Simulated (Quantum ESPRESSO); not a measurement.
**NaCl under changes of volume**

One of the cells (21.813 Å³/atom); the others are scaled copies at fixed shape and fractional positions:

```
CELL_PARAMETERS angstrom
0.00000 2.79406 2.79406
2.79406 0.00000 2.79406
2.79406 2.79406 0.00000
ATOMIC_POSITIONS crystal
Cl 0.50000 0.50000 0.50000
Na 0.00000 0.00000 0.00000
```

The cell is a database's computed one.

- Program: Quantum ESPRESSO 7.5
- Functional: vdW-DF2
- Potentials or basis: PseudoDojo 0.4.1 SR PBE standard
- Cutoff: 1197 eV
- Density cutoff: 4789 eV
- k mesh: 8 × 8 × 8
- Occupations: fermi-dirac, width 0.05 eV
- Spin: no spin polarisation

```tsv
volume (Å³/atom)	energy over the lowest point (meV/atom)	pressure (GPa)	gap on the mesh (eV)
20.504	30.14	4.1	5.40
20.940	20.13	3.2	5.29
21.376	?	?	?
21.813	6.71	1.7	5.10
22.249	2.87	1.0	5.01
22.685	0.70	0.5	4.93
23.121	0.00	-0.1	4.85
```

Question: What does the run at 21.376 Å³/atom give?

Answer: Energy over the lowest point 12.40 meV/atom; pressure 2.4 GPa; gap on the mesh 5.20 eV.

Worked out: A Birch-Murnaghan fit of order 3 (a polynomial in V^(-2/3)) to the other rows has its minimum at 23.12 Å³/atom with B0 = V·E''(V) = 26 GPa and B' = 4.6. It gives 12.40 meV/atom at 21.376 Å³/atom, against the run's 12.40, and -dE/dV = 2.5 GPa, against 2.4. A straight line through the other rows of the gap, of slope -4.57 eV per unit of ln V (its deformation potential), gives 5.20 eV, against the run's 5.20.

Energies are extrapolated to zero smearing.

Caveats: the potentials were made for another functional, which shifts forces and pressure.
